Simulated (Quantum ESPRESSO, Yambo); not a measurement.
Planning a run of Yambo 5.3.0 on SiC (P6_3mc). The input:

```
HF_and_locXC
gw0
dyson
ppa
em1d
rim_cut
RandQpts= 1000000
RandGvec= 1 RL
EXXRLvcs= 74 Ry
VXCRLvcs= 296 Ry
Chimod= "HARTREE"
% BndsRnXp
 1 | 108 |
%
NGsBlkXp= 13 Ry
% LongDrXp
 1 | 1 | 1 |
%
% GbndRnge
 1 | 108 |
%
DysSolver= "n"
ExtendOut
PPAPntXp= 27.21138 eV
% QPkrange
 1 | 1 | 7 | 10 |
 19 | 19 | 7 | 10 |
 10 | 10 | 7 | 10 |
%
```

```sh
OMP_NUM_THREADS=1 mpirun -n 4 yambo -F gw1.in -J gw1 -C gw1 > gw1.log
```

The stored states that it reads are on a 6×6×4 mesh. It takes space group P6_3mc (No. 186, hexagonal). Conventional cell: a = 3.074 Å, b = 3.074 Å, c = 5.045 Å, α = 90.00°, β = 90.00°, γ = 120.00°. Nearest to Si lie 4 C at 1.88 to 1.90 Å. Nearest to C lie 4 Si at 1.88 to 1.90 Å. Farther neighbours are not listed.

Question: Estimate wall time and host memory on 4 MPI ranks of Arm Neoverse V2, shared host.

It took 4.4 min; on shared hardware allow 2.2 min to 8.9 min. Peak host memory was 1.8 GiB.

The screening grows as filled bands × empty bands × pairs of k points, times the square of the screening basis for the matrix.

[Paths, hosts, dates, memory and timing lines, banners, echoed tables and standing remarks are left out of the program output.]

[Logs are printed without paths, hosts, clocks, repeated set-up lines and the standing remarks that a program may print on its own settings, such as how far it seeks lower states.]

[Runs of the session that timed out or met a known fault of the program may be left out.]

[Hosts, paths, dates, database ids (printed as entryN), source tags and the programs' standing remarks are cut or masked in the printed files.]
